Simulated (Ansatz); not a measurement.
# SiSO (1T monolayer (Janus)): converging the G0W0 gap

Aim: see how the G0W0 gap of SiSO (1T monolayer (Janus)) on PBEsol moves with empty bands and screening cutoff, and what each rung costs.

Method: G0W0 on PBEsol, plane waves, PAW; PAW set soft_1, in Ansatz 0.2.0.

**1. Set-up**

The cell holds 3 atoms: 1 Si, 1 O and 1 S. Its edges and angles: a = 2.982 Å, b = 2.982 Å, c = 27.700 Å, α = 90.0°, β = 90.0°, γ = 120.0°. Vacuum lies along c.

The structure was relaxed with PBEsol. The runs that relaxed it are not among those shown. The Coulomb interaction is cut off across the vacuum.

**2. 67 empty bands, screening to 27 eV**

G0W0 replaces the xc potential by the self-energy, built once from these orbitals. Only a window of levels is corrected, while the sums run over the empty bands that the input names. This step takes PAW set soft_1 files.

Input file input.yaml:

```yaml
crystal:
  lattice:
    - [2.9816107688, 0.0, 0.0]
    - [-1.4908053844, 2.58215067, 0.0]
    - [0.0, 0.0, 27.7]
  atoms:
    - { symbol: Si, position: [0.0, 0.0, 0.509127614] }
    - { symbol: O, position: [0.3333333333, 0.6666666667, 0.540403649] }
    - { symbol: S, position: [0.6666666667, 0.3333333333, 0.459596351] }
  periodic: [true, true, false]
kpoints:
  mp_grid: { grid: [6, 6, 1] }
hamiltonian:
  xc: pbesol
  pseudopotentials: { kind: paw, azcp: { folder: soft_1 }, xc_functional: pbe }
scf:
  occupations: { method: fixed }
gw:
  n_empty_bands: 67
  ecut_chi: 27.0
  qp_bands: [v2, c2]
  qp_kpoints: band_edges
  screening: { model: contour_deformation }
```

The run is started by

```bash
$ ansatz run input.yaml --threads 4 --pin off --max-ram 17510MiB --backend cpu --events-out ev --progress --plain --runs-dir out
```

Numbers of over 12 decimals in the logs are rounded to 6 here.

Output:

```text
Engine: ansatz 0.2.0, aarch64-unknown-linux-gnu
Pseudopotentials: kind: paw
Pseudopotential: Si, paw, valence charge 4, recommended cutoff 420 eV (normal), soft_1/Si.paw.azcp
Pseudopotential: O, paw, valence charge 6, recommended cutoff 420 eV (normal), soft_1/O.paw.azcp
Pseudopotential: S, paw, valence charge 6, recommended cutoff 420 eV (normal), soft_1/S.paw.azcp
Functional definition: PBEsol
  exchange = pbesol_x
  correlation = pbesol_c
Crystal: 3 atoms, lattice volume = 213.261 Å³
Basis set: ecut = 420 eV, 4077 PW (Γ)
Bands: 12, of which v1, the nominal top of the filled ones, is band 8 counted from 1 (7 counted from 0)
Symmetry: 6 space group operations
Space group: P3m1 (ITA 156), of the structure as read, at distance tolerance 6.0e-5 Å
k-points: 7 of 36 (time reversal used)
Non-local potential: Si, projectors of the file, l = 0: 2, l = 1: 2, l = 2: 1
Non-local potential: O, projectors of the file, l = 0: 2, l = 1: 2, l = 2: 1
Non-local potential: S, projectors of the file, l = 0: 2, l = 1: 2, l = 2: 1
PAW form: soft (Blöchl's): semilocal exchange-correlation on the pseudo side does not see the compensation charge
PAW frozen core: Si, regenerated for the run's functional, and the local potential with it (the file was generated under x = pbe(κ = 0.804, μ = 0.219515), c = pbe(β = 0.066725))
PAW frozen core: O, regenerated for the run's functional, and the local potential with it (the file was generated under x = pbe(κ = 0.804, μ = 0.219515), c = pbe(β = 0.066725))
PAW frozen core: S, regenerated for the run's functional, and the local potential with it (the file was generated under x = pbe(κ = 0.804, μ = 0.219515), c = pbe(β = 0.066725))
PAW one-centre angular grid: Si, 110 points (default); XC on 64 Gauss nodes
PAW one-centre angular grid: O, 110 points (default); XC on 64 Gauss nodes
PAW one-centre angular grid: S, 110 points (default); XC on 64 Gauss nodes
Initial density: superposition of atomic densities (neutral atoms: chi_scale 0, normalization atom)
Initial wavefunctions: pseudopotential atomic-orbital guess
Functional: x = pbesol(κ = 0.804, μ = 0.123457), c = pbesol(β = 0.046)
SCF iter   1: F=—  HF=-2069.638288 eV  |F-HF|=—  |Δ(HF+E_count)|=         —  Δρ=4.45e-2  dr2=4.37e0  ethr=3.10e-3  ⟨swp⟩=10.0  Hψ=777  notcnv=0  defer=15
preconditioner: auto → none  [insulator: Δε(μ)=1.960 eV  Ē_g=12.400 eV  n_scr=14 (ndim 8)  ℏωp=9.5 eV  f_vac=0.772  ε∞_Penn≈1.6]
SCF iter   2: F=—  HF=-2069.163481 eV  |F-HF|=—  |Δ(HF+E_count)|=   4.75e-1  Δρ=3.84e-2  dr2=4.86e0  ethr=3.10e-3  ⟨swp⟩=6.6  Hψ=383  notcnv=0  defer=14
SCF iter   3: F=—  HF=-2068.656610 eV  |F-HF|=—  |Δ(HF+E_count)|=   5.07e-1  Δρ=1.43e-2  dr2=1.74e0  ethr=3.10e-3  ⟨swp⟩=6.9  Hψ=373  notcnv=0  defer=15
SCF iter   4: F=—  HF=-2068.419125 eV  |F-HF|=—  |Δ(HF+E_count)|=   2.37e-1  Δρ=7.36e-3  dr2=1.28e-1  ethr=3.10e-3  ⟨swp⟩=4.6  Hψ=224  notcnv=0  defer=14
SCF iter   5: F=—  HF=-2068.401486 eV  |F-HF|=—  |Δ(HF+E_count)|=   1.76e-2  Δρ=2.64e-3  dr2=6.56e-3  ethr=7.97e-4  ⟨swp⟩=3.4  Hψ=189  notcnv=0  defer=14
SCF iter   6: F=—  HF=-2068.401394 eV  |F-HF|=—  |Δ(HF+E_count)|=   9.23e-5  Δρ=5.07e-4  dr2=2.57e-4  ethr=4.10e-5  ⟨swp⟩=4.4  Hψ=196  notcnv=0  defer=14
SCF iter   7: F=—  HF=-2068.401440 eV  |F-HF|=—  |Δ(HF+E_count)|=   4.63e-5  Δρ=1.04e-4  dr2=1.08e-5  ethr=1.61e-6  ⟨swp⟩=2.9  Hψ=166  notcnv=0  defer=14
SCF iter   8: F=—  HF=-2068.401446 eV  |F-HF|=—  |Δ(HF+E_count)|=   6.38e-6  Δρ=1.79e-5  dr2=5.92e-7  ethr=6.73e-8  ⟨swp⟩=3.3  Hψ=183  notcnv=0  defer=14
SCF iter   9: F=-2068.401446 eV  HF=-2068.401446 eV  |F-HF|=9.68e-10  |Δ(HF+E_count)|=   2.89e-8  Δρ=3.80e-6  dr2=1.46e-8  ethr=6.25e-10  ⟨swp⟩=18.0  Hψ=838  notcnv=0
SCF 1 converged in 9 iterations: F = -2068.401446 eV  dr2 = 1.46e-8
  greatest PAW one-centre occupation: 0.865 electrons in one spin orbital (limit 2), on the S atom at site 2 (counted from 0), in its partial waves of l = 0
NSCF: frozen V_eff on 7 k-points
G₀W₀ screening: q 1/7
[... further progress lines ...]
SCF converged after 9 iterations
Free energy (F): -2068.401446 eV
Harris-Foulkes:  -2068.401446 eV  (|F-HF|=9.68e-10)
Internal energy: -2068.401446 eV  (E = F + TS)
E sigma→0 (E₀):  -2068.401446 eV
Fermi energy:    -5.375410 eV
--- Per-component energies (eV) ---
  E_band       = -215.063136
  E_kinetic    = 322.906615
  E_local      = -17492.598416  (includes V_loc(G=0)·N_el)
  E_nonlocal   = 107.300657
  E_hartree    = 8563.048515
  E_xc         = -217.167680
  E_vxc        = -224.598277  (∫ρ·V_xc dr)
  E_paw        = -1246.587720  (= ΣΔE_a)
  E_vpaw       = -54.169129  (= ΣTr[D̂ρ^β])
  E_aug_tail   = 0.000802  (compensation charges beyond the density's cutoff)
  E_ewald      = 7894.566984
  E_core_change = 0.128798  (= ΣΔE_core)
  E_smearing   = -0.000000  (= −TS)
  E_closure    = 0.000000  (closes the sum)
  Σ components = -2068.401446   (vs F -2068.401446, Δ=0.00e0)
--- Band table (eV; the first three rows and the last of 7) ---
  k-point 0: bands = [... 4 lower, -10.1598, -8.4498, -5.3754, -5.3754, -4.1968, -0.5506 (-0.5567°), -0.0290, 0.3867]
  k-point 1: bands = [... 4 lower, -10.4896, -8.1986, -7.7264, -5.9118, -3.0333, -0.5948 (-0.5948°), -0.0185, 0.6059]
  k-point 2: bands = [... 4 lower, -11.0642, -10.0179, -7.9567, -6.7226, -3.1697, -0.5598, 0.1919, 1.9917]
  k-point 6: bands = [... 4 lower, -12.1887, -11.5147, -8.4943, -7.7042, -1.9998, 0.0908, 1.5523, 2.3924]
  ° read free of the cell's end (the report's vacuum.weakly_bound_levels)
--- G₀W₀: contour deformation, 6 samples at zero and on the imaginary axis and 2 off it, 36 q-points, 67 empty bands' worth ---
  eigenvalues of the whole cell's RPA ε∞ on this k-mesh (on a slab, of 1 + 4πα/V) = 1.1290, 2.2076, 2.2076; static W/v taken at q = 0 is 0.625815
  gw.qp_kpoints: band_edges: 5 of 7 stored k-points solved, in 1 pass; an edge of the gap read off the rows below is read off those points alone
    valence top: of the k-points left out ik 4 came nearest to being solved in a further pass, in band 8 (counted from 1, as in the quasiparticle table): it holds the edge there only if its correction is more favourable than any solved in that band by at least 1.872 eV; those differ by 0.387 eV
    conduction bottom: of the k-points left out ik 4 came nearest to being solved in a further pass, in band 10 (counted from 1, as in the quasiparticle table): it holds the edge there only if its correction is more favourable than any solved in that band by at least 2.580 eV; those differ by 1.486 eV
    ik  band        ε_KS         Σx   Σc(E_QP)       V_xc       Z   E_QP_lin       E_QP  E_QP is
     0     7     -5.3754   -19.0133     2.1425   -16.6807  0.7957    -5.5660    -5.5654  root
     0     8     -5.3754   -19.0133     2.1425   -16.6807  0.7957    -5.5660    -5.5654  root
     0     9     -4.1968    -9.4817    -3.2955   -14.1169  0.8110    -2.8283    -2.8572  root
     0    10     -0.5506    -1.2280    -1.3522    -2.7790  0.9078    -0.3510    -0.3517  root
     1     7     -7.7264   -19.8752     2.8840   -16.5192  0.7716    -8.2039    -8.1983  root
     1     8     -5.9118   -19.2023     2.2949   -16.6640  0.7917    -6.1561    -6.1551  root
     1     9     -3.0333   -10.3428    -3.4347   -15.3131  0.8024    -1.4656    -1.4978  root
     1    10     -0.5948    -7.7760    -3.4566   -12.8309  0.8018     1.0376     1.0036  root
     2     7     -7.9567   -21.7951     3.5322   -17.4419  0.7705    -8.7963    -8.7777  root
     2     8     -6.7226   -19.5176     2.5749   -16.6106  0.7845    -7.0571    -7.0548  root
     2     9     -3.1697    -9.7180    -3.3136   -14.6646  0.8009    -1.4989    -1.5367  root
     2    10     -0.5598    -8.5829    -3.7795   -13.9855  0.7953     1.0923     1.0633  root
     3     7     -8.0745   -20.0297     3.1284   -16.2062  0.7713    -8.7810    -8.7695  root
     3     8     -7.0534   -19.6377     2.6916   -16.5789  0.7815    -7.4231    -7.4206  root
     3     9     -4.0266    -9.7210    -3.0765   -14.3279  0.8044    -2.4601    -2.4962  root
     3    10     -0.3625    -8.4952    -3.6061   -13.7864  0.8042     1.3734     1.3226  root
     6     7     -8.4943   -23.2424     4.1374   -18.1862  0.7609    -9.4437    -9.4131  root
     6     8     -7.7042   -19.8732     2.8899   -16.4062  0.7779    -8.2887    -8.2812  root
     6     9     -1.9998   -10.5694    -3.5466   -15.8254  0.7891    -0.2341    -0.2904  root
     6    10      0.0908    -8.2280    -3.7237   -13.5716  0.7861     1.7424     1.7108  root
```

Run time: 8 s. Hardware: 4 threads of Arm Neoverse V1, shared host; peak memory 0.57 GiB.

This step gave:

```yaml
bands_summed: 75
plane_waves_in_the_screening_matrix: 77
q_points_in_the_mesh: 36
g0w0_gap_on_the_mesh: 2.708 eV
k_of_the_valence_top: 0, 0, 0
k_of_the_conduction_bottom: 0, 0, 0
starting_gap_on_the_mesh: 1.179 eV
z_at_the_valence_top: 0.7957
z_at_the_conduction_bottom: 0.8110
least_direct_g0w0_gap_on_the_computed_points: 2.708 eV
```

The gap on the mesh goes from 1.18 eV to 2.71 eV, a correction of +1.53 eV. Between the two edge states, bare exchange in place of the xc potential would open the gap by 6.97 eV, and correlation takes back 5.44 eV.

**3. 192 empty bands, screening to 54 eV**

Another rung: the empty bands reach about as high as the screening cutoff, so the two stay in balance.

input.yaml: that of step 2 with these lines changed.

```diff
@@ -18,4 +18,4 @@
 gw:
-  n_empty_bands: 67
-  ecut_chi: 27.0
+  n_empty_bands: 192
+  ecut_chi: 54.0
   qp_bands: [v2, c2]
```

Output:

```text
[...]
Crystal: 3 atoms, lattice volume = 213.261 Å³
Basis set: ecut = 420 eV, 4077 PW (Γ)
Bands: 12, of which v1, the nominal top of the filled ones, is band 8 counted from 1 (7 counted from 0)
Symmetry: 6 space group operations
[...]
k-points: 7 of 36 (time reversal used)
[...]
SCF iter   1: F=—  HF=-2069.638288 eV  |F-HF|=—  |Δ(HF+E_count)|=         —  Δρ=4.45e-2  dr2=4.37e0  ethr=3.10e-3  ⟨swp⟩=10.0  Hψ=777  notcnv=0  defer=15
[...]
SCF iter   9: F=-2068.401446 eV  HF=-2068.401446 eV  |F-HF|=9.68e-10  |Δ(HF+E_count)|=   2.89e-8  Δρ=3.80e-6  dr2=1.46e-8  ethr=6.25e-10  ⟨swp⟩=18.0  Hψ=838  notcnv=0
SCF 1 converged in 9 iterations: F = -2068.401446 eV  dr2 = 1.46e-8
[...]
NSCF: frozen V_eff on 7 k-points
G₀W₀ screening: q 1/7
[... further progress lines ...]
SCF converged after 9 iterations
Free energy (F): -2068.401446 eV
[...]
Internal energy: -2068.401446 eV  (E = F + TS)
E sigma→0 (E₀):  -2068.401446 eV
Fermi energy:    -5.375410 eV
[...]
--- Band table (eV; the first three rows and the last of 7) ---
  k-point 0: bands = [... 4 lower, -10.1598, -8.4498, -5.3754, -5.3754, -4.1968, -0.5506 (-0.5567°), -0.0290, 0.3867]
  k-point 1: bands = [... 4 lower, -10.4896, -8.1986, -7.7264, -5.9118, -3.0333, -0.5948 (-0.5948°), -0.0185, 0.6059]
  k-point 2: bands = [... 4 lower, -11.0642, -10.0179, -7.9567, -6.7226, -3.1697, -0.5598, 0.1919, 1.9917]
  k-point 6: bands = [... 4 lower, -12.1887, -11.5147, -8.4943, -7.7042, -1.9998, 0.0908, 1.5523, 2.3924]
  ° read free of the cell's end (the report's vacuum.weakly_bound_levels)
[...]
0     7     -5.3754   -19.0133     1.8073   -16.6807  0.7828    -5.9054    -5.9007  root
     0     8     -5.3754   -19.0133     1.8073   -16.6807  0.7828    -5.9054    -5.9007  root
     0     9     -4.1968    -9.4817    -3.5105   -14.1169  0.8047    -3.0322    -3.0722  root
     0    10     -0.5506    -1.2280    -1.3784    -2.7790  0.9050    -0.3780    -0.3780  root
     1     7     -7.7264   -19.8752     2.7055   -16.5192  0.7603    -8.3883    -8.3769  root
     1     8     -5.9118   -19.2023     1.9933   -16.6640  0.7791    -6.4622    -6.4567  root
     1     9     -3.0333   -10.3428    -3.6121   -15.3131  0.7939    -1.6580    -1.6751  root
     1    10     -0.5948    -7.7760    -3.7469   -12.8309  0.7934     0.7155     0.7134  root
[...]
6     7     -8.4943   -23.2424     4.2380   -18.1862  0.7464    -9.3337    -9.3125  root
     6     8     -7.7042   -19.8732     2.7118   -16.4062  0.7649    -8.4729    -8.4594  root
     6     9     -1.9998   -10.5694    -3.7413   -15.8254  0.7786    -0.4493    -0.4851  root
     6    10      0.0908    -8.2280    -3.9765   -13.5716  0.7800     1.4707     1.4580  root
```

Wall time 28 s (4 threads); peak memory 1.3 GiB.

This step gave:

```yaml
bands_summed: 200
plane_waves_in_the_screening_matrix: 183
q_points_in_the_mesh: 36
g0w0_gap_on_the_mesh: 2.828 eV
k_of_the_valence_top: 0, 0, 0
k_of_the_conduction_bottom: 0, 0, 0
starting_gap_on_the_mesh: 1.179 eV
z_at_the_valence_top: 0.7828
z_at_the_conduction_bottom: 0.8047
least_direct_g0w0_gap_on_the_computed_points: 2.828 eV
```

Against the run with 6×6×1 mesh, 67 empty bands, screening to 27 eV, PAW set soft_1 files, the gap moves by +0.12 eV.

**4. 413 empty bands, screening to 90 eV**

input.yaml: that of step 3 with these lines changed.

```diff
@@ -17,5 +17,6 @@
   occupations: { method: fixed }
+  convergence: { dr2_threshold: 1.0e-10 }
 gw:
-  n_empty_bands: 192
-  ecut_chi: 54.0
+  n_empty_bands: 413
+  ecut_chi: 90.0
   qp_bands: [v2, c2]
```

Output:

```text
[...]
Crystal: 3 atoms, lattice volume = 213.261 Å³
Basis set: ecut = 420 eV, 4077 PW (Γ)
Bands: 12, of which v1, the nominal top of the filled ones, is band 8 counted from 1 (7 counted from 0)
Symmetry: 6 space group operations
[...]
k-points: 7 of 36 (time reversal used)
[...]
3    10     -0.3625    -8.4951    -4.0544   -13.7863  0.7919     0.8510     0.8743  root ?
     6     7     -8.4943   -23.2424     4.0880   -18.1862  0.7416    -9.4939    -9.4624  root
     6     8     -7.7042   -19.8732     2.4802   -16.4062  0.7596    -8.7201    -8.6910  root
     6     9     -1.9997   -10.5694    -3.9307   -15.8254  0.7740    -0.6621    -0.6744  root
     6    10      0.0908    -8.2280    -4.2164   -13.5716  0.7780     1.2903     1.2181  root
[key lines of the parts left out:]
SCF converged after 11 iterations
Free energy (F): -2068.401446 eV
Fermi energy:    -5.375425 eV
```

Wall time 2.1 min (4 threads); peak memory 3 GiB.

This step gave:

| Property | Result |
| --- | --- |
| bands summed | 421 |
| plane waves in the screening matrix | 391 |
| G0W0 gap on the mesh | 3.067 eV |
| k of the valence top | 0, 0, 0 |
| k of the conduction bottom | 0, 0, 0 |
| starting gap on the mesh | 1.179 eV |
| least direct G0W0 gap on the computed points | 3.067 eV |

Against the run with 6×6×1 mesh, 192 empty bands, screening to 54 eV, PAW set soft_1 files, the gap moves by +0.24 eV.

**5. 759 empty bands, screening to 135 eV**

input.yaml: that of step 4 with these lines changed.

```diff
@@ -17,6 +17,5 @@
   occupations: { method: fixed }
-  convergence: { dr2_threshold: 1.0e-10 }
 gw:
-  n_empty_bands: 413
-  ecut_chi: 90.0
+  n_empty_bands: 759
+  ecut_chi: 135.0
   qp_bands: [v2, c2]
```

Output:

```text
[...]
Crystal: 3 atoms, lattice volume = 213.261 Å³
Basis set: ecut = 420 eV, 4077 PW (Γ)
Bands: 12, of which v1, the nominal top of the filled ones, is band 8 counted from 1 (7 counted from 0)
Symmetry: 6 space group operations
[...]
k-points: 7 of 36 (time reversal used)
[...]
3    10     -0.3625    -8.4952    -4.2465   -13.7864  0.7913     0.7220     0.6822  root
     6     7     -8.4943   -23.2424     3.9458   -18.1862  0.7397    -9.6663    -9.6048  root
     6     8     -7.7042   -19.8732     2.3285   -16.4062  0.7576    -8.9188    -8.8427  root ?
     6     9     -1.9998   -10.5694    -4.1277   -15.8254  0.7724    -0.8135    -0.8714  root
     6    10      0.0908    -8.2280    -4.3064   -13.5716  0.7767     1.1665     1.1280  root
[key lines of the parts left out:]
SCF converged after 9 iterations
Free energy (F): -2068.401446 eV
Fermi energy:    -5.375410 eV
```

Run time: 8 min. Hardware: 4 threads; peak memory 6.8 GiB.

This step gave:

| Quantity | Value |
| --- | --- |
| bands summed | 767 |
| plane waves in the screening matrix | 743 |
| G0W0 gap on the mesh | 3.227 eV |
| k of the valence top | 0, 0, 0 |
| k of the conduction bottom | 0, 0, 0 |
| starting gap on the mesh | 1.179 eV |
| least direct G0W0 gap on the computed points | 3.227 eV |

Against the run with 6×6×1 mesh, 413 empty bands, screening to 90 eV, PAW set soft_1 files, the gap moves by +0.16 eV.

(Part 1 of 2 ends here.)

[Paths, hosts, dates, memory and timing lines, banners, echoed tables and standing remarks are left out of the program output.]

[Logs are printed without paths, hosts, clocks, repeated set-up lines and the standing remarks that a program may print on its own settings, such as how far it seeks lower states.]

[Runs of the session that timed out or met a known fault of the program may be left out.]

[Cells called generated may have been cut or substituted from an entry of the Crystallography Open Database or the Materials Project.]

[Hosts, paths, dates, database ids (printed as entryN), source tags and the programs' standing remarks are cut or masked in the printed files.]
